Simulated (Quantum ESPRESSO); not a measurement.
# Pb (Fm-3m) in Quantum ESPRESSO: notebook

Aim: see how the results for Pb move with the level of theory and the settings. Levels: LDA, PBE, PBEsol. Tasks: energy-loss spectrum, phonons.

All numbers are computed with Quantum ESPRESSO 7.5; they aren't measurements. Logs are shortened: lines on timing, memory, paths and dates and some standing lists are left out, and cuts for length are marked.

## Step 1: The structure

Symmetry: Fm-3m, No. 225, cubic system. The conventional cell has a = 4.950 Å, b = 4.950 Å, c = 4.950 Å, α = 90.00°, β = 90.00°, γ = 90.00°. Around Pb (site symmetry m-3m) lie 12 Pb at 3.50 Å.

## Step 2: Energy-loss spectrum, LDA

pw.in

```
&CONTROL
  calculation = 'scf'
  prefix = 'pwscf'
  outdir = './tmp'
  pseudo_dir = './pseudo'
  tprnfor = .true.
  tstress = .true.
  disk_io = 'low'
/
&SYSTEM
  ibrav = 0
  A = 3.50020685
  nat = 1
  ntyp = 1
  ecutwfc = 56
  nbnd = 13
  occupations = 'smearing'
  smearing = 'mv'
  degauss = 0.00999582
/
&ELECTRONS
  conv_thr = 2d-10
  electron_maxstep = 120
  mixing_beta = 0.5
  startingwfc = 'random'
  mixing_ndim = 4
/
ATOMIC_SPECIES
Pb   207.2000 Pb.upf
CELL_PARAMETERS alat
   0.0000000000    0.7071067814    0.7071067814
   0.7071067814    0.0000000000    0.7071067814
   0.7071067814    0.7071067814    0.0000000000
ATOMIC_POSITIONS alat
Pb     0.0000000000    0.0000000000    0.0000000000
K_POINTS automatic
6 6 6 0 0 0
```

scf2.in

```
&CONTROL
  calculation = 'scf'
  prefix = 'pwscf'
  outdir = './tmp'
  pseudo_dir = './pseudo'
  tprnfor = .true.
  tstress = .true.
  disk_io = 'low'
/
&SYSTEM
  ibrav = 0
  A = 3.50020685
  nat = 1
  ntyp = 1
  ecutwfc = 56
  nbnd = 13
  occupations = 'smearing'
  smearing = 'mv'
  degauss = 0.00999582
/
&ELECTRONS
  conv_thr = 1d-11
  electron_maxstep = 120
  mixing_beta = 0.5
  startingwfc = 'file'
  mixing_ndim = 4
  startingpot = 'file'
/
ATOMIC_SPECIES
Pb   207.2000 Pb.upf
CELL_PARAMETERS alat
   0.0000000000    0.7071067814    0.7071067814
   0.7071067814    0.0000000000    0.7071067814
   0.7071067814    0.7071067814    0.0000000000
ATOMIC_POSITIONS alat
Pb     0.0000000000    0.0000000000    0.0000000000
K_POINTS automatic
6 6 6 0 0 0
```

eels.in

```
&LR_INPUT
  prefix = 'pwscf'
  outdir = './tmp'
  restart_step = 5000
  restart = .false.
/
&LR_CONTROL
  calculator = 'lanczos'
  approximation = 'TDDFT'
  q1 = 0.09648825885
  q2 = 0.09648825885
  q3 = 0.09648825885
  itermax = 800
/
```

spectrum.in

```
&LR_INPUT
  prefix = 'pwscf'
  outdir = './tmp'
  eels = .true.
  itermax0 = 800
  itermax = 20000
  extrapolation = 'osc'
  epsil = 0.02
  units = 1
  start = 0
  end = 40
  increment = 0.2
/
```

spectrum_short.in

```
&LR_INPUT
  prefix = 'pwscf'
  outdir = './tmp'
  eels = .true.
  itermax0 = 532
  itermax = 20000
  extrapolation = 'osc'
  epsil = 0.02
  units = 1
  start = 0
  end = 40
  increment = 0.2
/
```

Potentials or basis: PseudoDojo 0.4.1 SR LDA standard.

On the command line:

```
> OMP_NUM_THREADS=1 pw.x -in pw.in > pw.out
> OMP_NUM_THREADS=1 pw.x -in scf2.in > scf2.out
> OMP_NUM_THREADS=1 turbo_eels.x -in eels.in > eels.out
> OMP_NUM_THREADS=1 turbo_spectrum.x -in spectrum.in > spectrum.out
> OMP_NUM_THREADS=1 turbo_spectrum.x -in spectrum_short.in > spectrum_short.out
```

pw.out:

```text
This program is part of the open-source Quantum ESPRESSO suite
     for quantum simulation of materials; please cite
[... 9 lines left out ...]
     --------------------
     sticks:   dense  smooth     PW     G-vecs:    dense   smooth      PW
     Sum         673     673    211                11575    11575    1989

     Using Slab Decomposition

     bravais-lattice index     =            0
     lattice parameter (alat)  =       6.6144  a.u.
     unit-cell volume          =     204.6269 (a.u.)^3
     number of atoms/cell      =            1
     number of atomic types    =            1
     number of electrons       =        14.00
     number of Kohn-Sham states=           13
     kinetic-energy cutoff     =      56.0000  Ry
     charge density cutoff     =     224.0000  Ry
     scf convergence threshold =      2.0E-10
     mixing beta               =       0.5000
     number of iterations used =            4  plain     mixing
     Exchange-correlation= SLA  PW   NOGX NOGC
                           (   1   4   0   0   0   0   0)

     celldm(1)=   6.614432  celldm(2)=   0.000000  celldm(3)=   0.000000
     celldm(4)=   0.000000  celldm(5)=   0.000000  celldm(6)=   0.000000

     crystal axes: (cart. coord. in units of alat)
               a(1) = (   0.000000   0.707107   0.707107 )
               a(2) = (   0.707107   0.000000   0.707107 )
               a(3) = (   0.707107   0.707107   0.000000 )

     reciprocal axes: (cart. coord. in units 2 pi/alat)
               b(1) = ( -0.707107  0.707107  0.707107 )
               b(2) = (  0.707107 -0.707107  0.707107 )
               b(3) = (  0.707107  0.707107 -0.707107 )

     PseudoPot. # 1 for Pb read from file:
     Pb.upf
     Pseudo is Norm-conserving + core correction, Zval = 14.0
     Generated using ONCVPSP code by D. R. Hamann
     Using radial grid of 1638 points,  6 beta functions with:
                l(1) =   0
                l(2) =   0
                l(3) =   1
                l(4) =   1
                l(5) =   2
                l(6) =   2

     atomic species   valence    mass     pseudopotential
     Pb               14.00   207.20000     Pb( 1.00)

     48 Sym. Ops., with inversion, found

   Cartesian axes

     site n.     atom                  positions (alat units)
         1        Pb     tau(   1) = (   0.0000000   0.0000000   0.0000000  )

     number of k points=    16  Marzari-Vanderbilt smearing, width (Ry)=  0.0100
                       cart. coord. in units 2pi/alat
        k(    1) = (   0.0000000   0.0000000   0.0000000), wk =   0.0092593
        k(    2) = (   0.1178511   0.1178511  -0.1178511), wk =   0.0740741
        k(    3) = (   0.2357023   0.2357023  -0.2357023), wk =   0.0740741
        k(    4) = (  -0.3535534  -0.3535534   0.3535534), wk =   0.0370370
        k(    5) = (   0.2357023  -0.0000000   0.0000000), wk =   0.0555556
        k(    6) = (   0.3535534   0.1178511  -0.1178511), wk =   0.2222222
[... 8 lines left out ...]
        k(   15) = (  -0.1178511  -0.3535534   0.5892557), wk =   0.2222222
        k(   16) = (  -0.7071068   0.2357023   0.0000000), wk =   0.1111111

     Dense  grid:    11575 G-vectors     FFT dimensions: (  32,  32,  32)

     Initial potential from superposition of free atoms

     starting charge      13.9984, renormalised to      14.0000
     Starting wfcs are random

     Self-consistent Calculation

     iteration #  1     ecut=    56.00 Ry     beta= 0.50
     Davidson diagonalization with overlap
     ethr =  1.00E-02,  avg # of iterations =  8.2

     Threshold (ethr) on eigenvalues was too large:
     Diagonalizing with lowered threshold

     Davidson diagonalization with overlap
     ethr =  4.48E-05,  avg # of iterations =  7.4

     total energy              =    -140.51501687 Ry
     estimated scf accuracy    <       0.00268191 Ry

     iteration #  2     ecut=    56.00 Ry     beta= 0.50
     Davidson diagonalization with overlap
     ethr =  1.92E-05,  avg # of iterations =  2.4

     total energy              =    -140.51540875 Ry
     estimated scf accuracy    <       0.00017695 Ry

     iteration #  3     ecut=    56.00 Ry     beta= 0.50
     Davidson diagonalization with overlap
     c_bands:  1 eigenvalues not converged
     c_bands:  1 eigenvalues not converged
     ethr =  1.26E-06,  avg # of iterations =  7.0

     total energy              =    -140.51541692 Ry
     estimated scf accuracy    <       0.00002425 Ry

     iteration #  4     ecut=    56.00 Ry     beta= 0.50
     Davidson diagonalization with overlap
     ethr =  1.73E-07,  avg # of iterations =  1.2

     total energy              =    -140.51541754 Ry
     estimated scf accuracy    <       0.00000009 Ry

     iteration #  5     ecut=    56.00 Ry     beta= 0.50
     Davidson diagonalization with overlap
     ethr =  6.24E-10,  avg # of iterations =  3.4

     total energy              =    -140.51541759 Ry
     estimated scf accuracy    <       0.00000001 Ry

     iteration #  6     ecut=    56.00 Ry     beta= 0.50
     Davidson diagonalization with overlap
     ethr =  8.40E-11,  avg # of iterations =  1.4

     total energy              =    -140.51541759 Ry
     estimated scf accuracy    <          6.8E-10 Ry

     iteration #  7     ecut=    56.00 Ry     beta= 0.50
     Davidson diagonalization with overlap
     ethr =  4.89E-12,  avg # of iterations =  2.0

     End of self-consistent calculation

          k = 0.0000 0.0000 0.0000 (  1459 PWs)   bands (ev):

    -5.9138  -5.9138  -5.9138  -5.7753  -5.7753  -0.7457  18.3919  18.3919
    18.3919  21.2325  22.4317  23.5912  23.5912

          k = 0.1179 0.1179-0.1179 (  1432 PWs)   bands (ev):

    -5.9162  -5.8843  -5.8843  -5.7693  -5.7693  -0.2128  14.3232  17.8260
    17.8260  20.4744  23.9524  24.3075  24.3093

          k = 0.2357 0.2357-0.2357 (  1441 PWs)   bands (ev):

    -5.9316  -5.8888  -5.8888  -5.6912  -5.6912   1.3339   9.5062  16.9539
    16.9539  20.1742  21.8577  22.8642  22.8642

          k =-0.3536-0.3536 0.3536 (  1458 PWs)   bands (ev):

    -5.9437  -5.9047  -5.9047  -5.6372  -5.6372   2.8460   6.8586  16.5816
    16.5816  20.5732  20.6307  22.3171  22.3171

          k = 0.2357-0.0000 0.0000 (  1447 PWs)   bands (ev):

    -5.9554  -5.8394  -5.8394  -5.8214  -5.7442  -0.0359  15.4035  16.3020
    16.3020  19.6008  21.0287  26.5185  26.5959

          k = 0.3536 0.1179-0.1179 (  1437 PWs)   bands (ev):

    -5.9641  -5.8680  -5.8142  -5.7649  -5.6781   1.1803  11.2269  15.1803
    15.3058  19.0971  21.4231  25.2286  25.7602

          k =-0.2357-0.4714 0.4714 (  1451 PWs)   bands (ev):

    -5.9486  -5.8764  -5.8380  -5.7097  -5.6332   2.9597   7.7518  13.7139
    15.3310  18.7961  23.4773  24.2916  25.5764

          k =-0.1179-0.3536 0.3536 (  1453 PWs)   bands (ev):

    -5.9161  -5.8848  -5.8412  -5.7025  -5.6837   2.3958   8.6901  13.0818
    16.4345  19.5709  22.7978  23.5981  26.7319

          k = 0.0000-0.2357 0.2357 (  1432 PWs)   bands (ev):

    -5.9123  -5.8765  -5.8308  -5.8039  -5.7115   0.6642  12.3557  14.0453
    18.0137  21.3679  22.1112  23.4820  23.9530

          k = 0.4714-0.0000 0.0000 (  1439 PWs)   bands (ev):

    -6.0378  -5.9312  -5.6833  -5.6833  -5.6817   2.0335  10.9829  13.9591
    13.9591  17.4847  18.2432  29.4886  29.4886

          k =-0.1179-0.5893 0.5893 (  1459 PWs)   bands (ev):

    -6.0235  -5.9359  -5.7044  -5.6686  -5.6216   3.5640   8.8893  11.4965
    13.7125  17.4524  20.3930  27.9997  28.0805

          k =-0.0000-0.4714 0.4714 (  1464 PWs)   bands (ev):

    -5.9710  -5.8118  -5.7623  -5.7429  -5.6743   3.7942   9.2424   9.5119
    14.6804  18.0876  25.0272  26.7167  26.8995

          k =-0.7071 0.0000 0.0000 (  1428 PWs)   bands (ev):

    -6.0788  -5.9928  -5.6502  -5.6011  -5.6011   4.2363   7.7866  13.0860
    13.0860  16.5136  17.8005  30.2610  31.9921

          k =-0.2357-0.4714 0.7071 (  1446 PWs)   bands (ev):

    -5.9432  -5.8986  -5.7986  -5.6875  -5.6754   2.5997   9.9304  11.8032
    14.0840  20.3321  21.4018  23.5568  28.6140

          k =-0.1179-0.3536 0.5893 (  1448 PWs)   bands (ev):

    -5.9199  -5.8768  -5.7845  -5.7461  -5.6350   3.8118   8.4428  11.0444
    13.0827  20.5612  22.5229  25.4704  25.5875

          k =-0.7071 0.2357 0.0000 (  1458 PWs)   bands (ev):

    -5.9686  -5.9324  -5.7305  -5.7027  -5.6011   4.3101   8.6605  10.9822
    11.6519  19.9125  20.8852  26.2305  26.4554

     the Fermi energy is    11.1528 ev

!    total energy              =    -140.51541759 Ry
     estimated scf accuracy    <          4.4E-12 Ry
     smearing contrib. (-TS)   =       0.00011678 Ry
     internal energy E=F+TS    =    -140.51553436 Ry

     The total energy is F=E-TS. E is the sum of the following terms:
     one-electron contribution =     -30.11185012 Ry
     hartree contribution      =      25.15132748 Ry
     xc contribution           =     -39.48789160 Ry
     ewald contribution        =     -96.06712013 Ry

     convergence has been achieved in   7 iterations

     Forces acting on atoms (cartesian axes, Ry/au):

     atom    1 type  1   force =     0.00000000    0.00000000    0.00000000

     Total force =     0.000000     Total SCF correction =     0.000000

     Computing stress (Cartesian axis) and pressure

          total   stress  (Ry/bohr**3)                   (kbar)     P=      -12.62
  -0.00008580  -0.00000000  -0.00000000          -12.62       -0.00       -0.00
  -0.00000000  -0.00008580  -0.00000000           -0.00      -12.62       -0.00
  -0.00000000  -0.00000000  -0.00008580           -0.00       -0.00      -12.62

=------------------------------------------------------------------------------=
   JOB DONE.
=------------------------------------------------------------------------------=
```

Run time: 4.9 min. Hardware: 1 thread of Intel Xeon Platinum 8259CL at 2.50GHz (Skylake/Cascade Lake), shared host; peak memory 0.2 GiB.

What came out:

```
Free energy                      : -1911.8097 eV
Pressure                         : -1.3 GPa
Band gap on the k mesh           : none (metal or under the smearing width)
Peak of the energy-loss function : 11.6 eV
```

Energy-loss function at q = [0.17321, 0.17321, 0.17321] (Å⁻¹, cartesian):
```
energy (eV)   loss
        0.0  0.000
        1.8  0.022
        3.4  0.037
        5.2  0.104
        7.0  0.253
        8.6  0.588
       10.4  0.935
       12.2  2.136
       13.8  1.481
       15.6  0.329
       17.4  0.270
       19.0  0.374
       20.8  0.485
       22.4  0.511
       24.2  0.294
       26.0  0.275
       27.6  0.271
       29.4  0.166
       31.2  0.200
       32.8  0.286
       34.6  0.236
       36.4  0.274
       38.0  0.330
       39.8  0.266
```

Caveat: the k mesh is coarse (spacing up to 0.37 Å⁻¹), so the values aren't converged; the wave vector is under the mesh spacing, so the intraband response is poorly sampled; the Lanczos chain is short for so many electrons, so humps in the spectrum may be artefacts.

(Part 1 of 3 ends here.)
